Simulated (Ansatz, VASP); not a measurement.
# TiNi: VASP beside Ansatz

```
Ti Ni
1.0
     3.00028    0.00000    0.00000
     0.00000    3.00028    0.00000
     0.00000    0.00000    3.00028
Ti Ni
1 1
Direct
  0.50000 0.50000 0.50000
  0.00000 0.00000 0.00000
```

Alike in both runs: task single point; functional PBEsol; k mesh 14 × 14 × 14; occupations gaussian, width 0.1 eV; no spin polarisation.

```csv
,VASP,Ansatz
version,VASP 6.6.1,Ansatz 0.2.0
potentials or method,"VASP PAW PBE potentials, release 64 (Ti_sv, Ni)","scalar-relativistic, plane waves, PAW"
plane-wave cutoff (eV),520,420
valence electrons in the cell,22,30
```

Ansatz gave:

```
gap on the k mesh at the Fermi level (eV) : none
pressure (GPa)                            : -4.9
```

Task: Which values does VASP return?

Result: gap on the k mesh at the Fermi level (eV): none; pressure (GPa): -5.0.

A gap of «none» marks a metal or a gap that the smearing closes. The functional is the same, so the differences come from potentials, cutoffs and numerics. The two sets of potentials don't hold the same shells in valence.

Caveats: the PAW data sets were made with another functional, which shifts forces and pressure a little (VASP). Spin polarisation is off, so any magnetic state and its effect on volume and gap are missing.
